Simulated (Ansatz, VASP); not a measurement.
WC in VASP and in Ansatz

Contents of INCAR:

```
SYSTEM = WC
PREC = Accurate
ENCUT = 520
EDIFF = 1E-7
ISMEAR = -1
SIGMA = 0.1
LREAL = .FALSE.
LASPH = .TRUE.
NELM = 60
ALGO = Normal
ISIF = 2
LWAVE = .FALSE.
LCHARG = .FALSE.
GGA = CA
NBANDS = 16
```

File KPOINTS:

```
Automatic mesh
0
G
  10 10 10
  0 0 0
```

File POSCAR:

```
WC
1.0
    0.0000000000      2.1926840000      2.1926840000
    2.1926840000      0.0000000000      2.1926840000
    2.1926840000      2.1926840000      0.0000000000
W C
1 1
Direct
    0.0000000000      0.0000000000      0.0000000000
    0.5000000000      0.5000000000      0.5000000000
```

Input for Ansatz:

```yaml
crystal:
  lattice:
    - [0.0, 2.192684, 2.192684]
    - [2.192684, 0.0, 2.192684]
    - [2.192684, 2.192684, 0.0]
  atoms:
    - { symbol: W, position: [0.0, 0.0, 0.0] }
    - { symbol: C, position: [0.5, 0.5, 0.5] }
kpoints:
  mp_grid:
    grid: [10, 10, 10]
hamiltonian:
  xc: lda
scf:
  occupations:
    method: fermi_dirac
output:
  stress: true
```

Measurements of this composition are mostly on another form, of space group No. 187.

Alike in both runs: task single point; functional LDA; k mesh 10 × 10 × 10; no spin polarisation.

|  | VASP | Ansatz |
| --- | --- | --- |
| version | VASP 6.6.1 | Ansatz 0.2.0 |
| potentials or method | VASP PAW LDA potentials, release 64 (W_sv, C) | plane waves, PAW |
| plane-wave cutoff (eV) | 520 | 420 |
| occupations | fermi-dirac, width 0.1 eV | fermi-dirac |
| valence electrons in the cell | 18 | 18 |

|  | VASP | Ansatz | Ansatz less VASP |
| --- | --- | --- | --- |
| pressure (GPa) | -13.9 | -16.0 | -2.07 |

The runs have no spin-orbit coupling, so splittings on W are missing.
